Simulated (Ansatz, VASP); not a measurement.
**One calculation of WS2, two programs**

INCAR

```
SYSTEM = WS2
PREC     = Accurate       ! precision mode
ENCUT    = 600            ! plane-wave cutoff, eV
EDIFF    = 1E-6           ! SCF threshold, eV
ISMEAR   = 0              ! smearing method
SIGMA    = 0.02           ! smearing width, eV
LREAL    = .False.        ! projectors in reciprocal space
LASPH    = .True.         ! aspherical terms in the spheres
NELM     = 100            ! most SCF steps
ALGO     = Fast           ! electronic algorithm
ISIF     = 3              ! what is computed and relaxed
LWAVE    = .False.        ! write WAVECAR
LCHARG   = .False.        ! write CHGCAR
GGA      = PS             ! functional
IBRION   = 2              ! ionic algorithm
NSW      = 100            ! ionic steps
EDIFFG   = -0.005         ! ionic threshold
```

Contents of KPOINTS:

```
regular mesh
0
Gamma
  12 12 2
  0 0 0
```

The input POSCAR:

```
WS2
1.0
    3.1842228922      0.0000000000      0.0000000000
   -1.5921114461      2.7576179160      0.0000000000
    0.0000000000      0.0000000000     12.9782823600
W S
2 4
Direct
    0.3333333300      0.6666666700      0.2500000000
    0.6666666700      0.3333333300      0.7500000000
    0.3333333300      0.6666666700      0.6298049400
    0.6666666700      0.3333333300      0.1298049400
    0.3333333300      0.6666666700      0.8701950600
    0.6666666700      0.3333333300      0.3701950600
```

Input for Ansatz:

```yaml
crystal:
  lattice:
    - [3.1842228922, 0.0, 0.0]
    - [-1.5921114461, 2.757617916, 0.0]
    - [0.0, 0.0, 12.97828236]
  atoms:
    - { symbol: W, position: [0.33333333, 0.66666667, 0.25] }
    - { symbol: W, position: [0.66666667, 0.33333333, 0.75] }
    - { symbol: S, position: [0.33333333, 0.66666667, 0.62980494] }
    - { symbol: S, position: [0.66666667, 0.33333333, 0.12980494] }
    - { symbol: S, position: [0.33333333, 0.66666667, 0.87019506] }
    - { symbol: S, position: [0.66666667, 0.33333333, 0.37019506] }
basis:
  ecutwfc: 420
kpoints:
  mp_grid: { grid: [12, 12, 2] }
hamiltonian:
  xc: pbesol
scf:
  occupations: { method: gaussian, width: 0.02 }
output:
  forces: true
  stress: true
  eigenvalues: true
relax:
  adjacent_minimum: "off"
  f_tol: 0.005
  max_steps: 80
  cell: { stress_tol: 0.05 }
```

The cell is a database's computed one.

Alike in both runs: task relaxation of cell and atoms; functional PBEsol; k mesh 12 × 12 × 2; occupations gaussian, width 0.02 eV; no spin polarisation.

```csv
,VASP,Ansatz
version,VASP 6.6.1,Ansatz 0.2.0
potentials or method,"VASP PAW PBE potentials, release 64 (W_sv, S)","scalar-relativistic, plane waves, PAW"
plane-wave cutoff (eV),600,420
valence electrons in the cell,52,52
```

```tsv
	VASP	Ansatz	Ansatz less VASP
gap on the k mesh at the Fermi level, each at its own relaxed structure (eV)	1.12	1.10	-0.021
relaxed volume (Å³/atom)	18.19	18.15	-0.039
relaxed cell length with the largest relative difference (Å)	12.722	12.705	-0.0175
energy change over the relaxation (meV/atom)	-5	-6	-0.3
```

Caveats: the PAW data sets were made with another functional, which shifts forces and pressure a little (VASP); spin-orbit coupling is left out, which moves the levels of the heavy elements; this functional lacks dispersion, which binds the layers, so the pressure and a relaxed spacing across them are unreliable. A k mesh can miss the band edges.
